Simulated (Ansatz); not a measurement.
# Electron masses and the choice of a transistor channel

Plane-wave DFT in Ansatz, r2SCAN, scalar-relativistic PAW potentials, cutoff 500 eV, no spin-orbit coupling; no spin polarisation. Relaxed crystals whose conduction band edge is a single valley at Γ; masses by central differences along the Cartesian axes of the standard setting. A star marks a structure that wasn't matched here to a measured phase, so it may never have been made and needn't be stable; unstarred phases aren't always the most stable ones.

| crystal | gap (eV) | gap kind | m_x | m_y | m_z (mₑ) |
| --- | --- | --- | --- | --- | --- |
| InP (F-43m) | 1.03 | direct | 0.0745 | 0.0745 | 0.0745 |
| InGa₂N₃ (Cmc2_1)* | 1.39 | direct | 0.134 | 0.134 | 0.128 |
| GaAs (F-43m) | 0.96 | direct | 0.052 | 0.052 | 0.052 |
| ZnS (P6_3mc) | 2.78 | direct | 0.207 | 0.207 | 0.178 |
| CdSe (P6_3mc) | 1.10 | direct | 0.101 | 0.101 | 0.094 |
| TiO₂ (P4_2/mnm) | 2.22 | direct | 1.18 | 1.18 | 0.585 |

Q: Take a film 3 nm thick, normal along z, current along x, at 300 K. Work out the injection velocity, the density-of-states capacitance and the confinement shift.

A: For a non-degenerate gas v_T = √(2k_BT/πm_x) = 5.38×10⁶ cm/s ÷ √(m_x/mₑ); one valley with both spins has C_Q = e²√(m_x m_y)/πħ² = 66.9 μF/cm² × √(m_x m_y)/mₑ; hard walls lift the first subband by ħ²π²/(2m_z t²) = 376 meV nm² ÷ (t² m_z/mₑ).
```tsv
crystal	v_T (10⁷ cm/s)	C_Q (μF/cm²)	shift (meV)
InP (F-43m)	1.97	5.0	561
InGa₂N₃ (Cmc2_1)*	1.47	9.0	326
GaAs (F-43m)	2.36	3.5	803
ZnS (P6_3mc)	1.18	13.8	235
CdSe (P6_3mc)	1.69	6.8	444
TiO₂ (P4_2/mnm)	0.50	78.9	71
```

Q: With a gate oxide of 1 nm equivalent thickness (3.45 μF/cm²), which gives the most current per gate overdrive in the ballistic limit?

A: The gate capacitance is the series value C_G = 1/(1/C_ox + 1/C_Q), and the current goes as C_G v_T: GaAs (F-43m) 1.00, InP (F-43m) 0.98, CdSe (P6_3mc) 0.95, InGa₂N₃ (Cmc2_1)* 0.90, ZnS (P6_3mc) 0.80, TiO₂ (P4_2/mnm) 0.40 (relative). For an isotropic mass C_G v_T peaks where C_Q = C_ox, at about 0.05 mₑ. This measure doesn't part those within 10 % of the top value: GaAs (F-43m), InP (F-43m), CdSe (P6_3mc), InGa₂N₃ (Cmc2_1)*. C_Q is the degenerate value and v_T the non-degenerate one; at high drain bias only forward-going states fill, which halves C_Q, while degeneracy raises the velocity, so values within about 10 % of each other aren't ranked. Scattering and the charge centroid are left out, and so are side valleys, which confinement lifts less and can make the lowest. In oxides whose conduction band is of d states, electrons tend to self-trap as polarons, and the band mass says little. Where the shift is over a third of the gap (InP (F-43m), GaAs (F-43m), CdSe (P6_3mc)) the band isn't parabolic that far up, so the true shift is smaller and the mass larger. Semilocal functionals give gaps too small and so, as a rule, masses too light.

Cost: about 30 core-minutes for the runs cited, on Arm Neoverse V2, Intel Xeon Processor @ 2.50GHz (Skylake/Cascade Lake), Intel Xeon Platinum 8488C (Sapphire Rapids) and other processors (shared hosts).